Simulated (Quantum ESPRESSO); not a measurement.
Crystal: KI.

```
I K
1.0
     0.00000    3.53277    3.53277
     3.53277    0.00000    3.53277
     3.53277    3.53277    0.00000
I K
1 1
Direct
  0.50000 0.50000 0.50000
  0.00000 0.00000 0.00000
```

```yaml
Program: Quantum ESPRESSO 7.5
Task: single point
Functional: PBE
Potentials_or_basis: SSSP 1.3 efficiency PBE
Cutoff: 816 eV
Density_cutoff: 6531 eV
k_mesh: 7 × 7 × 7
Occupations: fermi-dirac, width 0.05 eV
Spin: no spin polarisation
```

On this cell: pressure 0.6 GPa; largest force zero by symmetry; band gap on the k mesh 3.96 eV, direct.

The same run follows on a disturbed copy (atoms moved at random, drawn with an rms of 0.05 Å):

```
I K
1.0
     0.00000    3.53277    3.53277
     3.53277    0.00000    3.53277
     3.53277    3.53277    0.00000
I K
1 1
Direct
  0.50360 0.51251 0.48597
  0.00690 0.99881 0.99937
```

Q: What does the disturbed cell give?

A: The energy moves by +1.3 meV/atom; pressure 0.6 GPa; largest force 0.075 eV/Å; band gap on the k mesh 3.96 eV, direct.

Forces in eV/Å, atoms in the order of the input:
```
I   -0.001  0.064 -0.039
K    0.001 -0.064  0.039
```

Caveats: spin-orbit coupling is left out, which moves the levels of the heavy elements; an odd mesh through Γ misses points on the zone boundary, where band edges often lie.
